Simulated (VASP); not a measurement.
# SnS2 (Berndtite-2T) (P-3m1) in VASP: notebook

The runs below take SnS2 (Berndtite-2T) through relaxation of cell and atoms, with r2SCAN, LDA, rev-vdW-DF2.

Program: VASP 6.6.1. These are calculated values, not measurements. Logs are shortened: lines on timing, memory, paths and dates and some standing lists are left out, and cuts for length are marked.

## (1) The structure

Symmetry: P-3m1, No. 164, trigonal system. The conventional cell has a = 3.639 Å, b = 3.639 Å, c = 5.868 Å, α = 90.00°, β = 90.00°, γ = 120.00°. Sn (site symmetry -3m) is surrounded by 6 S at 2.56 Å. S (site symmetry 3m) has 3 Sn at 2.56 Å as nearest neighbours.

## (2) Relaxation of cell and atoms, r2SCAN, target pressure 3 GPa, at which the enthalpy is minimised

INCAR reads:

```
ALGO = Normal
EDIFF = 1E-6
EDIFFG = -0.01
ENCUT = 600
IBRION = 2
ISIF = 3
ISMEAR = 0
LASPH = T
LCHARG = F
LMIXTAU = T
LREAL = F
LWAVE = F
METAGGA = R2SCAN
NELM = 80
NSW = 90
PREC = Accurate
PSTRESS = 30.0
SIGMA = 0.03
```

KPOINTS reads:

```
k-points
0
Gamma
  9 9 5
```

POSCAR reads:

```
SnS2
1.0
    3.6390000000      0.0000000000      0.0000000000
   -1.8195000000      3.1514664444      0.0000000000
    0.0000000000      0.0000000000      5.8680000000
Sn S
1 2
Direct
    0.0000000000      0.0000000000      0.0000000000
    0.3333333333      0.6666666667      0.2500000000
    0.6666666667      0.3333333333      0.7500000000
```

Potentials or basis: VASP PAW PBE potentials, release 64 (Sn_d, S).

On the command line:

```console
cat potpaw_PBE.64/Sn_d/POTCAR potpaw_PBE.64/S/POTCAR > POTCAR
mpirun -np 1 vasp_std > vasp.out
```

OUTCAR:

```text
EDIFF = 1E-6
   EDIFFG = -0.01
   ENCUT = 600
   IBRION = 2
   ISIF = 3
   ISMEAR = 0
   LASPH = T
   LREAL = F
   METAGGA = R2SCAN
   NELM = 80
   NSW = 90
   PREC = Accurate
   PSTRESS = 30.0

 ion  position               nearest neighbor table
   1  0.000  0.000  0.000-   2 2.56   3 2.56   3 2.56   2 2.56   3 2.56   2 2.56
   2  0.333  0.667  0.250-   1 2.56   1 2.56   1 2.56
   3  0.667  0.333  0.750-   1 2.56   1 2.56   1 2.56

  LATTYP: Found a hexagonal cell.
 ALAT       =     3.6390000000
 C/A-ratio  =     1.6125309151

  Lattice vectors:

 A1 = (   3.6390000000,   0.0000000000,   0.0000000000)
 A2 = (  -1.8195000000,   3.1514664444,   0.0000000000)
 A3 = (   0.0000000000,   0.0000000000,   5.8680000000)

Analysis of symmetry for initial positions (statically):
=====================================================================
 Subroutine PRICEL returns:
 Original cell was already a primitive cell.

 Routine SETGRP: Setting up the symmetry group for a
 hexagonal supercell.

 Subroutine GETGRP returns: Found 12 space group operations
 (whereof 12 operations were pure point group operations)
 out of a pool of 24 trial point group operations.

The static configuration has the point symmetry D_3d.

Analysis of symmetry for dynamics (positions and initial velocities):
=====================================================================
 Subroutine PRICEL returns:
 Original cell was already a primitive cell.

 Routine SETGRP: Setting up the symmetry group for a
 hexagonal supercell.

 Subroutine GETGRP returns: Found 12 space group operations
 (whereof 12 operations were pure point group operations)
 out of a pool of 24 trial point group operations.

The dynamic configuration has the point symmetry D_3d.

 Subroutine INISYM returns: Found 12 space group operations
 (whereof 12 operations are pure point group operations),
 and found     1 'primitive' translations

----------------------------------------------------------------------------------------

                                     Primitive cell

  volume of cell :      67.2953

  direct lattice vectors                    reciprocal lattice vectors
     3.639000000  0.000000000  0.000000000     0.274800769  0.158656298  0.000000000
    -1.819500000  3.151466444  0.000000000     0.000000000  0.317312596  0.000000000
     0.000000000  0.000000000  5.868000000     0.000000000  0.000000000  0.170415815

  length of vectors
     3.639000000  3.639000000  5.868000000     0.317312596  0.317312596  0.170415815

  position of ions in fractional coordinates (direct lattice)
     0.000000000  0.000000000  0.000000000
     0.333333333  0.666666667  0.250000000
     0.666666667  0.333333333  0.750000000

  ion indices of the primitive-cell ions
   primitive index   ion index
                 1           1
                 2           2
                 3           3

----------------------------------------------------------------------------------------

 KPOINTS: k-points

Automatic generation of k-mesh.
 Grid dimensions read from file:
 generate k-points for:    9    9    5

 Generating k-lattice:

  Cartesian coordinates                     Fractional coordinates (reciprocal lattice)
     0.030533419  0.017628478  0.000000000     0.111111111  0.000000000  0.000000000
     0.000000000  0.035256955  0.000000000     0.000000000  0.111111111  0.000000000
     0.000000000  0.000000000  0.034083163     0.000000000  0.000000000  0.200000000

  Length of vectors
     0.035256955  0.035256955  0.034083163

  Shift w.r.t. Gamma in fractional coordinates (k-lattice)
     0.000000000  0.000000000  0.000000000

 Subroutine IBZKPT returns following result:
 ===========================================

 Found     50 irreducible k-points:

 Following reciprocal coordinates:
            Coordinates               Weight
  0.000000  0.000000  0.000000      1.000000
  0.111111  0.000000  0.000000      6.000000
  0.222222  0.000000  0.000000      6.000000
  0.333333  0.000000  0.000000      6.000000
  0.444444  0.000000  0.000000      6.000000
  0.111111  0.111111  0.000000      6.000000
[... 16 lines left out ...]
  0.222222  0.111111  0.200000     12.000000
 -0.111111  0.333333  0.200000     12.000000
 [... further k-points ...]
   k-points           NKPTS =     50   k-points in BZ     NKDIM =     50   number of bands    NBANDS=     17
   number of dos      NEDOS =    301   number of ions     NIONS =      3
   total plane-waves  NPLWV =  43200
   dimension x,y,z NGX =    30 NGY =   30 NGZ =   48
   dimension x,y,z NGXF=    60 NGYF=   60 NGZF=   96
   ions per type =               1   2
   NGX,Y,Z   is equivalent  to a cutoff of  13.71, 13.71, 13.60 a.u.
   NGXF,Y,Z  is equivalent  to a cutoff of  27.41, 27.41, 27.20 a.u.
 SYSTEM =  unknown system
   PREC   = accura    normal or accurate (medium, high low for compatibility)
   ISTART =      0    job   : 0-new  1-cont  2-samecut
   ICHARG =      2    charge: 1-file 2-atom 10-const
   ISPIN  =      1    spin polarized calculation?
   LNONCOLLINEAR =      F non collinear calculations
   LSORBIT =      F    spin-orbit coupling
   LASPH  =      T    aspherical Exc in radial PAW
   ENCUT  =  600.0 eV  44.10 Ry    6.64 a.u.   7.27  7.27 11.72*2*pi/ulx,y,z
   NELM   =     80;   NELMIN=  2; NELMDL= -5     # of ELM steps
   EDIFF  = 0.1E-05   stopping-criterion for ELM
   LREAL  =      F    real-space projection
   EDIFFG = -.1E-01   stopping-criterion for IOM
   NSW    =     90    number of steps for IOM
   IBRION =      2    ionic relax: 0-MD 1-quasi-New 2-CG
   NFREE  =      1    steps in history (QN), initial steepest desc. (CG)
   ISIF   =      3    stress and relaxation
   ISYM   =      2    0-nonsym 1-usesym 2-fastsym
   POTIM  = 0.5000    time-step for ionic-motion
   TEBEG  =    0.0;   TEEND  =   0.0 temperature during run
   PSTRESS=   30.0 pullay stress
   NELECT =      26.0000    total number of electrons
   NUPDOWN=      -1.0000    fix difference up-down
   EMIN   =  10.00;   EMAX   =-10.00  energy-range for DOS
   EFERMI =   0.00;   METHOD = LEGACY
   ISMEAR =     0;   SIGMA  =   0.03  broadening in eV -4-tet -1-fermi 0-gaus
   EFERMI_NEDOS =   21; number of points for ismear=-14 and -15
   IALGO  =     38    algorithm
   IMIX   =      4    mixing-type and parameters
     AMIX     =   0.40;   BMIX     =  1.00
     AMIX_MAG =   1.60;   BMIX_MAG =  1.00
  volume/ion in A,a.u.               =      22.43       151.38
  Fermi-wavevector in a.u.,A,eV,Ry     =   1.192352  2.253218 19.343434  1.421702
  Thomas-Fermi vector in A             =   2.328392
   LORBIT       =      0    0 simple, 1 ext, 2 COOP (PROOUT), +10 PAW based schemes
   METAGGA = R2SCAN    functional components
   LHFCALC =     F    Hartree Fock is set to
   AEXX    =    0.0000 exact exchange contribution
   IVDW    =     0    specifies the selected vdW correction
   LEPSILON=     F    determine dielectric tensor
   LRPA    =     F    only Hartree local field effects (RPA)
 conjugate gradient relaxation of ions
 non-spin polarized calculation
 Gauss-broadening in eV      SIGMA  =   0.03
  energy-cutoff  :      600.00
  volume of cell :       67.30
 maximum number of plane-waves:      2297
 NGX is ok and might be reduce to    30
   NGX = 15   NGY = 15   NGZ = 23

--------------------------------------- Ionic step        1  -------------------------------------------

 number of electron      25.9999995 magnetization

 Free energy of the ion-electron system (eV)
  ---------------------------------------------------
  ext. energy  EPLUGINS =         0.00000000
  ---------------------------------------------------
  free energy    TOTEN  =       -42.20460794 eV

  energy without entropy =      -42.20460794  energy(sigma->0) =      -42.20460794

------------------------ aborting loop because EDIFF is reached ----------------------------------------

  FORCE on cell =-STRESS in cart. coord.  units (eV):
  Direction    XX          YY          ZZ          XY          YZ          ZX
  --------------------------------------------------------------------------------------
  -------------------------------------------------------------------------------------
  Total        0.9376817      0.9376817      0.6992276      0.0000000      0.0000000     -0.0000000
  in kB       22.3244700     22.3244700     16.6473182      0.0000000      0.0000000     -0.0000000
  external PRESSURE =      -9.5679139 kB  Pullay stress =      30.0000000 kB
[... 96 lines left out ...]
  FREE ENERGIE OF THE ION-ELECTRON SYSTEM (eV)
  ---------------------------------------------------
  free  energy   TOTEN  =       -42.1939227599 eV

  energy  without entropy=      -42.1939227599  energy(sigma->0) =      -42.19392276

  enthalpy is  TOTEN    =       -40.9467838278 eV   P V=        1.2471389321

[... ionic steps 4 to 8 ...]

--------------------------------------- Ionic step        9  -------------------------------------------

 number of electron      25.9999997 magnetization

------------------------ aborting loop because EDIFF is reached ----------------------------------------

  FORCE on cell =-STRESS in cart. coord.  units (eV):
  Direction    XX          YY          ZZ          XY          YZ          ZX
  --------------------------------------------------------------------------------------
  -------------------------------------------------------------------------------------
  Total        1.1848144      1.1848144      1.2145224     -0.0000000     -0.0000000      0.0000000
  in kB       28.9586309     28.9586309     29.6847395     -0.0000000     -0.0000000      0.0000000
  external PRESSURE =      -0.7993329 kB  Pullay stress =      30.0000000 kB
[... 63 lines left out ...]
  enthalpy is  TOTEN    =       -40.9515488624 eV   P V=        1.2245742703

--------------------------------------- Ionic step       11  -------------------------------------------

 number of electron      25.9999997 magnetization

 Free energy of the ion-electron system (eV)
  ---------------------------------------------------
  ext. energy  EPLUGINS =         0.00000000
  ---------------------------------------------------
  free energy    TOTEN  =       -42.17784773 eV

  energy without entropy =      -42.17784773  energy(sigma->0) =      -42.17784773

 E-fermi :   5.1649     XC(G=0): -10.4392

 val. band max:        5.0333716737   @ k =   0.0000   0.0000   0.0000
 cond. band min:       6.6735351667   @ k =   0.0000   0.4444   0.4000
 fundamental gap:      1.6401634929
 Fermi energy:         5.1648901299

 k-point     1 :       0.0000    0.0000    0.0000
  band No.  band energies     occupation
      1     -16.7335      2.00000
      2     -16.7335      2.00000
      3     -16.6624      2.00000
      4     -16.6380      2.00000
      5     -16.6380      2.00000
      6      -9.6370      2.00000
[... 9 lines left out ...]
     16      10.8142      0.00000
     17      10.8142      0.00000
[... 443 lines left out ...]
      1     -16.7870      2.00000
      2     -16.7128      2.00000
      3     -16.6588      2.00000
      4     -16.6348      2.00000
      5     -16.6138      2.00000
      6      -8.6064      2.00000
[... 9 lines left out ...]
     16      11.3829      0.00000
     17      12.5923      0.00000

 [... further k-points ...]

------------------------ aborting loop because EDIFF is reached ----------------------------------------

  FORCE on cell =-STRESS in cart. coord.  units (eV):
  Direction    XX          YY          ZZ          XY          YZ          ZX
  --------------------------------------------------------------------------------------
  -------------------------------------------------------------------------------------
  Total        1.2301099      1.2301099      1.2263832      0.0000000     -0.0000000     -0.0000000
  in kB       30.0944215     30.0944215     30.0032478      0.0000000     -0.0000000     -0.0000000
  external PRESSURE =       0.0640303 kB  Pullay stress =      30.0000000 kB
[... 18 lines left out ...]
  FREE ENERGIE OF THE ION-ELECTRON SYSTEM (eV)
  ---------------------------------------------------
  free  energy   TOTEN  =       -42.1778477306 eV

  energy  without entropy=      -42.1778477306  energy(sigma->0) =      -42.17784773

  enthalpy is  TOTEN    =       -40.9515972925 eV   P V=        1.2262504381

 reached required accuracy - stopping structural energy minimisation
```

It took 24 min on 1 thread of Intel Xeon Platinum 8488C (Sapphire Rapids), shared host; peak memory 0.25 GiB.

Results:

```
Free energy                                            : -42.1778 eV
Relaxed volume                                         : 21.83 Å³/atom
Relaxed cell                                           : a = 3.636 Å, b = 3.636 Å, c = 5.721 Å, α = 90.00°, β = 90.00°, γ = 120.00°
Space group after relaxing (to 0.05 Å)                 : P-3m1 (No. 164)
Energy change on relaxing (the enthalpy is what falls) : +8.9 meV/atom
Ionic steps                                            : 11
Pressure after relaxing                                : 3.0 GPa
Band gap on the k mesh                                 : 1.64 eV, indirect (least direct gap 2.30 eV)
```

The path:
```tsv
step	energy change (eV)	largest force (eV/Å)	pressure (GPa)	volume (Å³)
1	0.0000	0.0196	2.04	67.30
2	0.0238	0.2165	3.95	66.00
3	0.0107	0.1038	3.04	66.60
4	0.0124	0.0928	3.02	66.45
5	0.0187	0.0598	3.00	65.97
6	0.0368	0.0087	3.08	65.01
7	0.0265	0.0294	3.04	65.51
8	0.0247	0.0400	2.75	65.61
9	0.0256	0.0001	2.92	65.55
10	0.0285	0.0018	3.11	65.40
11	0.0268	0.0003	3.01	65.49
```

Final structure:
```yaml
crystal:
  lattice:
    - [3.63574, 0.00000, 0.00000]
    - [-1.81787, 3.14865, 0.00000]
    - [0.00000, 0.00000, 5.72073]
  atoms:
    - { symbol: Sn, position: [0.00000, 0.00000, 0.00000] }
    - { symbol: S, position: [0.33333, 0.66667, 0.25540] }
    - { symbol: S, position: [0.66667, 0.33333, 0.74460] }
```

Caveat: the cell is relaxed towards a set pressure, so the enthalpy falls and the energy may rise; the PAW data sets were made with another functional, which shifts forces and pressure a little; spin-orbit coupling is left out, which moves the levels of the heavy elements; an odd mesh through Γ misses points on the zone boundary, where band edges often lie.

## (3) Relaxation of cell and atoms, r2SCAN, target pressure 3 GPa, at which the enthalpy is minimised

This run uses another cell than the first one, of 21.83 Å³/atom, 0.973 times its volume.

Edit INCAR of step 2 so:

```diff
@@ -1,4 +1,4 @@
 ALGO = Normal
-EDIFF = 1E-6
-EDIFFG = -0.01
+EDIFF = 1E-7
+EDIFFG = -0.005
 ENCUT = 600
```

KPOINTS is that of step 2.

POSCAR reads:

```
SnS2                                    
1.0
    3.6357447701      0.0000000000     -0.0000000000
   -1.8178723851      3.1486473326     -0.0000000000
   -0.0000000000     -0.0000000000      5.7207253160
  Sn              S             
     1     2
Direct
     0.0000000000000000    0.0000000000000000    0.0000000000000000
     0.3333333332999970    0.6666666667000030    0.2554008219772693
     0.6666666667000030    0.3333333332999970    0.7445991780227306
```

Potentials or basis: VASP PAW PBE potentials, release 64 (Sn_d, S).

On the command line:

```console
cat potpaw_PBE.64/Sn_d/POTCAR potpaw_PBE.64/S/POTCAR > POTCAR
mpirun -np 1 vasp_std > vasp.out
```

Wall time 4.6 min (1 thread of Intel Xeon Platinum 8488C (Sapphire Rapids), shared host); peak memory 0.25 GiB.

It converged, with:

```yaml
Free_energy: -42.1776 eV
Pressure_after_relaxing: 3.0 GPa
Band_gap_on_the_k_mesh: 1.64 eV, indirect (least direct gap 2.30 eV)
```

Final structure:
```
Sn S
1.0
     3.63574    0.00000    0.00000
    -1.81787    3.14865    0.00000
     0.00000    0.00000    5.72073
Sn S
1 2
Direct
  0.00000 0.00000 0.00000
  0.33333 0.66667 0.25540
  0.66667 0.33333 0.74460
```

Levels at points of the mesh, in eV from the valence-band top:
```tsv
k point	band 10	band 11	band 12	band 13	band 14	band 15	band 16	band 17
(0.00, 0.00, 0.00)	-0.86	-0.60	-0.60	0.00	2.33	3.99	5.78	5.78
```

Caveat: the relaxation stopped at its first step, so nothing moved; the cell is relaxed towards a set pressure, so the enthalpy falls and the energy may rise; the PAW data sets were made with another functional, which shifts forces and pressure a little; spin-orbit coupling is left out, which moves the levels of the heavy elements; an odd mesh through Γ misses points on the zone boundary, where band edges often lie.

## (4) Relaxation of cell and atoms, LDA, target pressure 3 GPa, at which the enthalpy is minimised

INCAR reads:

```
ALGO     = Normal         # electronic algorithm
EDIFF    = 1E-6           # SCF threshold, eV
EDIFFG   = -0.01          # ionic threshold
ENCUT    = 600            # plane-wave cutoff, eV
GGA      = CA             # functional
IBRION   = 2              # ionic algorithm
ISIF     = 3              # what is computed and relaxed
ISMEAR   = 0              # smearing method
LASPH    = T              # aspherical terms in the spheres
LCHARG   = F              # write CHGCAR
LREAL    = F              # projectors in reciprocal space
LWAVE    = F              # write WAVECAR
NELM     = 80             # most SCF steps
NSW      = 90             # ionic steps
PREC     = Accurate       # precision mode
PSTRESS  = 30.0         
SIGMA    = 0.03           # smearing width, eV
```

KPOINTS is that of step 3.

POSCAR reads:

```
SnS2
1.0
    3.6390000000      0.0000000000      0.0000000000
   -1.8195000000      3.1514664444      0.0000000000
    0.0000000000      0.0000000000      5.8680000000
Sn S
1 2
Direct
    0.0000000000      0.0000000000      0.0000000000
    0.3333333333      0.6666666667      0.2500000000
    0.6666666667      0.3333333333      0.7500000000
```

Potentials or basis: VASP PAW LDA potentials, release 64 (Sn_d, S).

On the command line:

```console
cat potpaw_LDA.64/Sn_d/POTCAR potpaw_LDA.64/S/POTCAR > POTCAR
mpirun -np 1 vasp_std > vasp.out
```

It took 4 min on 1 thread of Intel Xeon Platinum 8488C (Sapphire Rapids), shared host; peak memory 0.22 GiB.

The run converged. Its results:

- Free energy: -15.0364 eV
- Relaxed volume: 20.23 Å³/atom
- Relaxed cell: a = 3.603 Å, b = 3.603 Å, c = 5.399 Å, α = 90.00°, β = 90.00°, γ = 120.00°
- Space group after relaxing (to 0.05 Å): P-3m1 (No. 164)
- Energy change on relaxing (the enthalpy is what falls): +10.4 meV/atom
- Ionic steps: 10
- Pressure after relaxing: 3.0 GPa
- Band gap on the k mesh: 0.89 eV, indirect (least direct gap 1.44 eV)

Forces on the atoms (eV/Å):
```
Sn   0.000  0.000  0.000
S    0.000  0.000  0.002
S    0.000  0.000 -0.002
```

Step by step:
```
step  energy change (eV)  largest force (eV/Å)  pressure (GPa)  volume (Å³)
   1              0.0000                0.0005           -0.68        67.30
   2              0.0838                0.8203            6.71        62.41
   3              0.0180                0.4200            2.99        64.61
   4              0.0162                0.3177            2.99        63.95
   5              0.0320                0.0048            3.22        62.02
   6              0.0245                0.0143            2.93        61.73
   7              0.0232                0.0473            2.51        61.18
   8              0.0256                0.0576            2.44        61.02
   9              0.0422                0.0968            3.91        60.18
  10              0.0311                0.0022            2.99        60.69
```

Final structure:
```
CELL_PARAMETERS angstrom
3.60286 0.00000 0.00000
-1.80143 3.12017 0.00000
0.00000 0.00000 5.39873
ATOMIC_POSITIONS crystal
Sn 0.00000 0.00000 0.00000
S 0.33333 0.66667 0.27144
S 0.66667 0.33333 0.72856
```

Levels at points of the mesh, in eV from the valence-band top:
| k point | band 9 | band 10 | band 11 | band 12 | band 13 | band 14 | band 15 | band 16 | band 17 |
| --- | --- | --- | --- | --- | --- | --- | --- | --- | --- |
| (0.00, 0.00, 0.00) | -1.14 | -1.14 | -1.02 | -1.02 | 0.00 | 1.44 | 2.96 | 5.00 | 5.00 |

Caveat: the cell is relaxed towards a set pressure, so the enthalpy falls and the energy may rise; spin-orbit coupling is left out, which moves the levels of the heavy elements; an odd mesh through Γ misses points on the zone boundary, where band edges often lie. LDA usually gives volumes a few per cent too small.

[end of part 1 of 2]
